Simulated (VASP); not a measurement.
# AlAs (F-43m) in VASP: a series of runs

One crystal, AlAs, is run at these levels: PBE, LDA; tasks: G0W0 quasiparticle levels, band structure.

Everything below comes from runs of VASP 6.6.1. Logs are shortened: lines on timing, memory, paths and dates and some standing lists are left out, and cuts for length are marked.

## Step 1: The crystal as given

The structure is cubic, space group F-43m (No. 216). The conventional cell has a = 5.661 Å, b = 5.661 Å, c = 5.661 Å, α = 90.00°, β = 90.00°, γ = 90.00°. As (site symmetry -43m) is surrounded by 4 Al at 2.45 Å. Al (site symmetry -43m) has 4 As at 2.45 Å as nearest neighbours.

## Step 2: G0W0 quasiparticle levels, PBE

POSCAR reads:

```
AlAs
1.0
    0.0000000000      2.8304000000      2.8304000000
    2.8304000000      0.0000000000      2.8304000000
    2.8304000000      2.8304000000      0.0000000000
As Al
1 1
Direct
    0.7500000000      0.7500000000      0.7500000000
    0.0000000000      0.0000000000      0.0000000000
```

INCAR.step1 reads:

```
PREC = Accurate
ENCUT = 450
EDIFF = 1E-8
ISMEAR = 0
SIGMA = 0.01
LREAL = F
LASPH = T
NELM = 60
ALGO = Normal
LWAVE = T
LCHARG = F
GGA = PE
```

INCAR.step2 reads:

```
PREC = Accurate
ENCUT = 450
EDIFF = 1E-8
ISMEAR = 0
SIGMA = 0.01
LREAL = F
LASPH = T
NELM = 1
ALGO = Exact
LWAVE = T
LCHARG = F
GGA = PE
NBANDS = 122
LOPTICS = T
ISTART = 1
```

INCAR.step3 reads:

```
PREC = Accurate
ENCUT = 450
EDIFF = 1E-8
ISMEAR = 0
SIGMA = 0.01
LREAL = F
LASPH = T
ALGO = EVGW0
LWAVE = F
LCHARG = F
GGA = PE
NELMGW = 1
NBANDS = 122
ENCUTGW = 110
NOMEGA = 50
PRECFOCK = Fast
ISTART = 1
NBANDSGW = 12
```

KPOINTS reads:

```
Automatic mesh
0
Gamma
  4 4 4
```

Potentials or basis: VASP PAW PBE potentials, release 64 (As_GW, Al_GW).

The run is started by

```sh
> cat potpaw_PBE.64/As_GW/POTCAR potpaw_PBE.64/Al_GW/POTCAR > POTCAR
> cp INCAR.step1 INCAR
> mpirun -np 1 vasp_std > vasp.out
> cp INCAR.step2 INCAR
> mpirun -np 1 vasp_std > vasp.out
> cp INCAR.step3 INCAR
> mpirun -np 1 vasp_std > vasp.out
```

OUTCAR:

```text
PREC = Accurate
   ENCUT = 450
   EDIFF = 1E-8
   ISMEAR = 0
   LREAL = F
   LASPH = T
   GGA = PE
   NELMGW = 1
   ENCUTGW = 110
   PRECFOCK = Fast
   ISTART = 1

 ion  position               nearest neighbor table
   1  0.750  0.750  0.750-   2 2.45   2 2.45   2 2.45   2 2.45
   2  0.000  0.000  0.000-   1 2.45   1 2.45   1 2.45   1 2.45

  LATTYP: Found a face centered cubic cell.
 ALAT       =     5.6608000000

  Lattice vectors:

 A1 = (   0.0000000000,   2.8304000000,   2.8304000000)
 A2 = (   2.8304000000,   0.0000000000,   2.8304000000)
 A3 = (   2.8304000000,   2.8304000000,   0.0000000000)

Analysis of symmetry for initial positions (statically):
=====================================================================
 Subroutine PRICEL returns:
 Original cell was already a primitive cell.

 Routine SETGRP: Setting up the symmetry group for a
 face centered cubic supercell.

 Subroutine GETGRP returns: Found 24 space group operations
 (whereof 24 operations were pure point group operations)
 out of a pool of 48 trial point group operations.

The static configuration has the point symmetry T_d .

Analysis of symmetry for dynamics (positions and initial velocities):
=====================================================================
 Subroutine PRICEL returns:
 Original cell was already a primitive cell.

 Routine SETGRP: Setting up the symmetry group for a
 face centered cubic supercell.

 Subroutine GETGRP returns: Found 24 space group operations
 (whereof 24 operations were pure point group operations)
 out of a pool of 48 trial point group operations.

The dynamic configuration has the point symmetry T_d .

 Subroutine INISYM returns: Found 24 space group operations
 (whereof 24 operations are pure point group operations),
 and found     1 'primitive' translations

----------------------------------------------------------------------------------------

                                     Primitive cell

  volume of cell :      45.3496

  direct lattice vectors                    reciprocal lattice vectors
     0.000000000  2.830400000  2.830400000    -0.176653477  0.176653477  0.176653477
     2.830400000  0.000000000  2.830400000     0.176653477 -0.176653477  0.176653477
     2.830400000  2.830400000  0.000000000     0.176653477  0.176653477 -0.176653477

  length of vectors
     4.002790067  4.002790067  4.002790067     0.305972797  0.305972797  0.305972797

  position of ions in fractional coordinates (direct lattice)
     0.750000000  0.750000000  0.750000000
     0.000000000  0.000000000  0.000000000

  ion indices of the primitive-cell ions
   primitive index   ion index
                 1           1
                 2           2

----------------------------------------------------------------------------------------

 KPOINTS: Automatic mesh

Automatic generation of k-mesh.
 Grid dimensions read from file:
 generate k-points for:    4    4    4

 Generating k-lattice:

  Cartesian coordinates                     Fractional coordinates (reciprocal lattice)
    -0.044163369  0.044163369  0.044163369     0.250000000  0.000000000  0.000000000
     0.044163369 -0.044163369  0.044163369     0.000000000  0.250000000  0.000000000
     0.044163369  0.044163369 -0.044163369     0.000000000  0.000000000  0.250000000

  Length of vectors
     0.076493199  0.076493199  0.076493199

  Shift w.r.t. Gamma in fractional coordinates (k-lattice)
     0.000000000  0.000000000  0.000000000

 Subroutine IBZKPT returns following result:
 ===========================================

 Found      8 irreducible k-points:

 Following reciprocal coordinates:
            Coordinates               Weight
  0.000000  0.000000  0.000000      1.000000
  0.250000  0.000000  0.000000      8.000000
  0.500000  0.000000  0.000000      4.000000
  0.250000  0.250000  0.000000      6.000000
  0.500000  0.250000  0.000000     24.000000
 -0.250000  0.250000  0.000000     12.000000
  0.500000  0.500000  0.000000      3.000000
 -0.250000  0.500000  0.250000      6.000000
   k-points           NKPTS =      8   k-points in BZ     NKDIM =     64   number of bands    NBANDS=    122
   number of dos      NEDOS =    301   number of ions     NIONS =      2
   total plane-waves  NPLWV =  21952
   dimension x,y,z NGX =    28 NGY =   28 NGZ =   28
   dimension x,y,z NGXF=    56 NGYF=   56 NGZF=   56
   ions per type =               1   1
   NGX,Y,Z   is equivalent  to a cutoff of  11.63, 11.63, 11.63 a.u.
   NGXF,Y,Z  is equivalent  to a cutoff of  23.26, 23.26, 23.26 a.u.
 SYSTEM =  unknown system
   PREC   = accura    normal or accurate (medium, high low for compatibility)
   ISTART =      1    job   : 0-new  1-cont  2-samecut
   ICHARG =      0    charge: 1-file 2-atom 10-const
   ISPIN  =      1    spin polarized calculation?
   LNONCOLLINEAR =      F non collinear calculations
   LSORBIT =      F    spin-orbit coupling
   LASPH  =      T    aspherical Exc in radial PAW
   ENCUT  =  450.0 eV  33.07 Ry    5.75 a.u.   6.92  6.92  6.92*2*pi/ulx,y,z
   NELM   =     60;   NELMIN=  2; NELMDL=  0     # of ELM steps
   EDIFF  = 0.1E-07   stopping-criterion for ELM
   LREAL  =      F    real-space projection
   EDIFFG = 0.1E-06   stopping-criterion for IOM
   NSW    =      0    number of steps for IOM
   IBRION =     -1    ionic relax: 0-MD 1-quasi-New 2-CG
   NFREE  =      0    steps in history (QN), initial steepest desc. (CG)
   ISIF   =      0    stress and relaxation
   ISYM   =      3    0-nonsym 1-usesym 2-fastsym
   POTIM  = 0.5000    time-step for ionic-motion
   TEBEG  =    0.0;   TEEND  =   0.0 temperature during run
   PSTRESS=    0.0 pullay stress
   NELECT =       8.0000    total number of electrons
   NUPDOWN=      -1.0000    fix difference up-down
   EMIN   =  10.00;   EMAX   =-10.00  energy-range for DOS
   EFERMI =   0.00;   METHOD = LEGACY
   ISMEAR =     0;   SIGMA  =   0.01  broadening in eV -4-tet -1-fermi 0-gaus
   EFERMI_NEDOS =   21; number of points for ismear=-14 and -15
   IALGO  =     38    algorithm
   IMIX   =      4    mixing-type and parameters
     AMIX     =   0.40;   BMIX     =  1.00
     AMIX_MAG =   1.60;   BMIX_MAG =  1.00
  volume/ion in A,a.u.               =      22.67       153.02
  Fermi-wavevector in a.u.,A,eV,Ry     =   0.918150  1.735052 11.469706  0.843000
  Thomas-Fermi vector in A             =   2.043199
   LORBIT       =      0    0 simple, 1 ext, 2 COOP (PROOUT), +10 PAW based schemes
   GGA     = PE    functional components
   LHFCALC =     T    Hartree Fock is set to
   PRECFOCK=fast      Normal, Fast or Accurate (Low or Medium for compatibility)
   ENCUT4O =  -1.0   cutoff for four orbital integrals eV
   NKREDX  =     1    reduce k-point grid by
   NKREDY  =     1    reduce k-point grid by
   NKREDZ  =     1    reduce k-point grid by
   AEXX    =    1.0000 exact exchange contribution
   HFSCREEN=    0.0000 screening length (either q_TF or 0.3 A-1)
   HFSCREENC=   0.0000 screening length for correlation (either q_TF or 0.3 A-1)
   ENCUTFOCK=  -1.0 apply spherical cutoff to Coloumb kernel
   IVDW    =     0    specifies the selected vdW correction
   LEPSILON=     F    determine dielectric tensor
   LRPA    =     F    only Hartree local field effects (RPA)
   LRPAFORCE           =     F    calculate RPA forces
   ENCUTGW             = 110.0    cutoff for response function in eV
   ENCUTGWSOFT         =  88.0    soft cutoff for Coulomb kernel in GW response function in eV
   ENCUTLF             =  -1.0    cutoff for local field effects
   NELMGW              =     1    number of iterations in solving QP/BSE equation
   NELMHF              =     1    number of iterations in the inner HF iteration
   NKREDLFX            =     1    NKREDLFY  =   1   NKREDLFZ  =   1
 non-spin polarized calculation
 Gauss-broadening in eV      SIGMA  =   0.01
  energy-cutoff  :      450.00
  volume of cell :       45.35
 maximum number of plane-waves:       992
  NGX = 16; NGY = 16; NGZ = 16
   NGX = 13   NGY = 13   NGZ = 13
 maximum number of plane-waves:       125
 NGX is ok and might be reduce to    14

 QP shifts <psi_nk| G(iteration)W_0 |psi_nk>: iteration 1
 for sc-GW calculations column KS-energies equals QP-energies in previous step
 and V_xc(KS)=  KS-energies - (<T + V_ion + V_H > + <T+V_H+V_ion>^1  + <V_x>^1)

 k-point   1 :       0.0000    0.0000    0.0000
  band No.  KS-energies  QP-energies   sigma(KS)   V_xc(KS)     V^pw_x(r,r')   Z            occupation Imag(sigma)

      1      -8.4035      -8.8985     -11.6461     -10.8924     -17.8861       0.6568       2.0000       1.1287
      2       3.4649       2.9287     -11.9818     -11.2821     -13.3000       0.7664       2.0000       0.0693
      3       3.4649       2.9287     -11.9818     -11.2821     -13.3000       0.7664       2.0000       0.0693
      4       3.4649       2.9287     -11.9818     -11.2821     -13.3000       0.7664       2.0000       0.0693
      5       5.5055       5.9540      -9.3527      -9.9365      -5.5075       0.7684       0.0000      -0.0740
      6       7.7235       7.9160      -8.8912      -9.1458      -4.5570       0.7558       0.0000      -0.0993
      7       7.7235       7.9160      -8.8912      -9.1458      -4.5570       0.7558       0.0000      -0.0993
      8       7.7235       7.9160      -8.8912      -9.1458      -4.5570       0.7558       0.0000      -0.0993
      9      12.3166      12.2776      -7.5703      -7.5191      -2.2453       0.7597       0.0000      -0.2949
     10      12.4506      12.5998      -8.8807      -9.0816      -3.6739       0.7424       0.0000      -0.2339
     11      12.4506      12.5998      -8.8807      -9.0816      -3.6739       0.7424       0.0000      -0.2339
     12      14.8750      14.7931      -7.7292      -7.6193      -2.0067       0.7450       0.0000      -0.5288

 k-point   2 :       0.2500    0.0000    0.0000
  band No.  KS-energies  QP-energies   sigma(KS)   V_xc(KS)     V^pw_x(r,r')   Z            occupation Imag(sigma)
[... 97 lines left out ...]
      1      -6.3874      -6.7575     -12.3733     -11.8435     -17.8754       0.6984       2.0000       0.8368
      2      -1.6464      -2.2728     -10.9148     -10.0210     -14.0544       0.7008       2.0000       0.2224
      3       0.2748      -0.4098     -10.8026      -9.8699     -12.9861       0.7340       2.0000       0.1129
      4       0.6250      -0.0334     -10.6781      -9.7870     -12.6226       0.7389       2.0000       0.0954
      5       7.7783       7.8237      -8.7826      -8.8421      -4.6366       0.7632       0.0000      -0.1002
      6       9.0912       9.4092      -9.5887     -10.0145      -4.9608       0.7470       0.0000      -0.1339
      7       9.1392       9.3543      -8.6335      -8.9223      -3.7270       0.7447       0.0000      -0.1558
      8       9.4993       9.5390      -8.5444      -8.5970      -3.9522       0.7543       0.0000      -0.1299
      9      14.0554      14.2266      -9.4291      -9.6658      -3.3389       0.7236       0.0000      -0.4982
     10      15.7374      15.9440      -9.8232     -10.1031      -3.7464       0.7380       0.0000      -0.5714
     11      16.0425      16.1948      -9.1725      -9.3790      -2.9936       0.7377       0.0000      -0.6551
     12      17.3597      17.5901      -9.4054      -9.7199      -3.2253       0.7326       0.0000      -0.6917
```

Wall time 39 s (1 thread of Intel Xeon 6975P-C (Granite Rapids), shared host); peak memory 0.34 GiB.

What came out:

| Item | Value |
| --- | --- |
| Band gap on the k mesh, mean-field level | 1.41 eV, indirect (least direct gap 2.04 eV) |
| Quasiparticle gap | 1.95 eV |
| Least direct quasiparticle gap | 3.03 eV |

Caveat: the k mesh is coarse (spacing up to 0.48 Å⁻¹), so the values aren't converged; bands, screening cutoff and mesh are small and nothing is extrapolated, so the quasiparticle values aren't converged. A k mesh can miss the band edges.

## Step 3: G0W0 quasiparticle levels, PBE

POSCAR is that of step 2.

INCAR.step1 is that of step 2.

INCAR.step2: that of step 2 with these lines changed.

```diff
@@ -12,3 +12,3 @@
 GGA = PE
-NBANDS = 122
+NBANDS = 35
 LOPTICS = T
```

INCAR.step3: that of step 2 with these lines changed.

```diff
@@ -12,4 +12,4 @@
 NELMGW = 1
-NBANDS = 122
-ENCUTGW = 110
+NBANDS = 35
+ENCUTGW = 160
 NOMEGA = 50
```

KPOINTS is that of step 2.

Potentials or basis: VASP PAW PBE potentials, release 64 (As_GW, Al_GW).

The run is started by

```sh
> cat potpaw_PBE.64/As_GW/POTCAR potpaw_PBE.64/Al_GW/POTCAR > POTCAR
> cp INCAR.step1 INCAR
> mpirun -np 1 vasp_std > vasp.out
> cp INCAR.step2 INCAR
> mpirun -np 1 vasp_std > vasp.out
> cp INCAR.step3 INCAR
> mpirun -np 1 vasp_std > vasp.out
```

OUTCAR:

```text
PREC = Accurate
   ENCUT = 450
   EDIFF = 1E-8
   ISMEAR = 0
   LREAL = F
   LASPH = T
   GGA = PE
   NELMGW = 1
   ENCUTGW = 160
   PRECFOCK = Fast
   ISTART = 1

 ion  position               nearest neighbor table
   1  0.750  0.750  0.750-   2 2.45   2 2.45   2 2.45   2 2.45
   2  0.000  0.000  0.000-   1 2.45   1 2.45   1 2.45   1 2.45

  LATTYP: Found a face centered cubic cell.
 ALAT       =     5.6608000000

  Lattice vectors:

 A1 = (   0.0000000000,   2.8304000000,   2.8304000000)
 A2 = (   2.8304000000,   0.0000000000,   2.8304000000)
 A3 = (   2.8304000000,   2.8304000000,   0.0000000000)

Analysis of symmetry for initial positions (statically):
=====================================================================
 Subroutine PRICEL returns:
 Original cell was already a primitive cell.

[... 147 lines left out ...]
   NELMGW              =     1    number of iterations in solving QP/BSE equation
   NELMHF              =     1    number of iterations in the inner HF iteration
   NKREDLFX            =     1    NKREDLFY  =   1   NKREDLFZ  =   1
 non-spin polarized calculation
 Gauss-broadening in eV      SIGMA  =   0.01
  energy-cutoff  :      450.00
  volume of cell :       45.35
 maximum number of plane-waves:       992
  NGX = 16; NGY = 16; NGZ = 16
   NGX = 13   NGY = 13   NGZ = 13
 maximum number of plane-waves:       222

 QP shifts <psi_nk| G(iteration)W_0 |psi_nk>: iteration 1
 for sc-GW calculations column KS-energies equals QP-energies in previous step
 and V_xc(KS)=  KS-energies - (<T + V_ion + V_H > + <T+V_H+V_ion>^1  + <V_x>^1)

 k-point   1 :       0.0000    0.0000    0.0000
  band No.  KS-energies  QP-energies   sigma(KS)   V_xc(KS)     V^pw_x(r,r')   Z            occupation Imag(sigma)

      1      -8.4035      -8.6731     -11.3026     -10.8924     -17.8861       0.6574       2.0000       1.1522
      2       3.4649       3.2893     -11.5101     -11.2821     -13.3000       0.7701       2.0000       0.0674
      3       3.4649       3.2893     -11.5101     -11.2821     -13.3000       0.7701       2.0000       0.0674
      4       3.4649       3.2893     -11.5101     -11.2821     -13.3000       0.7701       2.0000       0.0674
      5       5.5055       6.2531      -8.9666      -9.9365      -5.5075       0.7708       0.0000      -0.0727
      6       7.7235       8.2213      -8.4892      -9.1458      -4.5570       0.7581       0.0000      -0.0991
      7       7.7235       8.2213      -8.4892      -9.1458      -4.5570       0.7581       0.0000      -0.0991
      8       7.7235       8.2213      -8.4892      -9.1458      -4.5570       0.7581       0.0000      -0.0991
      9      12.3166      12.5274      -7.2426      -7.5191      -2.2453       0.7624       0.0000      -0.2977
     10      12.4506      12.9807      -8.3701      -9.0816      -3.6739       0.7449       0.0000      -0.2347
     11      12.4506      12.9807      -8.3701      -9.0816      -3.6739       0.7449       0.0000      -0.2347
     12      14.8750      15.1084      -7.3085      -7.6193      -2.0067       0.7511       0.0000      -0.5354
[... 100 lines left out ...]
      1      -6.3874      -6.4819     -11.9782     -11.8435     -17.8754       0.7018       2.0000       0.8593
      2      -1.6464      -2.0355     -10.5758     -10.0210     -14.0544       0.7013       2.0000       0.2314
      3       0.2748      -0.1428     -10.4374      -9.8699     -12.9861       0.7360       2.0000       0.1191
      4       0.6250       0.2309     -10.3191      -9.7870     -12.6226       0.7407       2.0000       0.1000
      5       7.7783       8.1243      -8.3902      -8.8421      -4.6366       0.7658       0.0000      -0.1018
      6       9.0912       9.7664      -9.1133     -10.0145      -4.9608       0.7492       0.0000      -0.1371
      7       9.1392       9.6526      -8.2360      -8.9223      -3.7270       0.7480       0.0000      -0.1564
      8       9.4993       9.8412      -8.1459      -8.5970      -3.9522       0.7578       0.0000      -0.1317
      9      14.0554      14.6036      -8.9106      -9.6658      -3.3389       0.7260       0.0000      -0.5066
     10      15.7374      16.4027      -9.2082     -10.1031      -3.7464       0.7435       0.0000      -0.5833
     11      16.0425      16.6077      -8.6175      -9.3790      -2.9936       0.7422       0.0000      -0.6651
     12      17.3597      18.0521      -8.7811      -9.7199      -3.2253       0.7376       0.0000      -0.7049
```

OUTCAR.step1:

```text
PREC = Accurate
   ENCUT = 450
   EDIFF = 1E-8
   ISMEAR = 0
   LREAL = F
   LASPH = T
[... 289 lines left out ...]
 -----------------------------------------------------------------------------------
      4.24560      4.24560      4.24560        -0.000000     -0.000000     -0.000000
      0.00000      0.00000      0.00000         0.000000      0.000000      0.000000
 -----------------------------------------------------------------------------------
    total drift:                                0.000000      0.000000      0.000000

  FREE ENERGIE OF THE ION-ELECTRON SYSTEM (eV)
  ---------------------------------------------------
  free  energy   TOTEN  =        -9.2672745067 eV

  energy  without entropy=       -9.2672745067  energy(sigma->0) =       -9.26727451
```

OUTCAR.step2:

```text
PREC = Accurate
   ENCUT = 450
   EDIFF = 1E-8
   ISMEAR = 0
   LREAL = F
[... 689 lines left out ...]
     0.00000    16.14200    16.14200    16.14200     0.00000     0.00000    -0.00000
     0.62700    16.70637    16.70637    16.70637     0.00000     0.00000    -0.00000
     1.25399    18.90675    18.90675    18.90675     0.00000     0.00000    -0.00000
     1.88099    27.34721    27.34721    27.34721     0.00000     0.00000    -0.00000
     2.50798    25.25798    25.25798    25.25798     0.00000     0.00000    -0.00000
     3.13498   -16.20934   -16.20934   -16.20934     0.00000    -0.00000    -0.00000
[... 92 lines left out ...]
    61.44563     0.92356     0.92356     0.92356    -0.00000    -0.00000     0.00000
    62.07263     0.92513     0.92513     0.92513    -0.00000    -0.00000     0.00000
```

It took 26 s on 1 thread of Intel Xeon 6975P-C (Granite Rapids), shared host; peak memory 0.34 GiB.

What came out:

* Band gap on the k mesh, mean-field level: 1.41 eV, indirect (least direct gap 2.04 eV)
* Quasiparticle gap: 1.82 eV
* Least direct quasiparticle gap: 2.96 eV

Levels at points of the mesh, in eV from the valence-band top:
```csv
k point,band 2,band 3,band 4,band 5,band 6,band 7
"(0.00, 0.00, 0.00)",0.00,0.00,0.00,2.04,4.26,4.26
"(0.50, 0.00, 0.00)",-5.59,-0.83,-0.83,2.12,4.65,4.65
"(0.50, 0.50, 0.00)",-5.45,-2.19,-2.19,1.41,2.27,10.31
```

Caveat: the k mesh is coarse (spacing up to 0.48 Å⁻¹), so the values aren't converged; bands, screening cutoff and mesh are small and nothing is extrapolated, so the quasiparticle values aren't converged.

(Continued in part 2 of 3.)
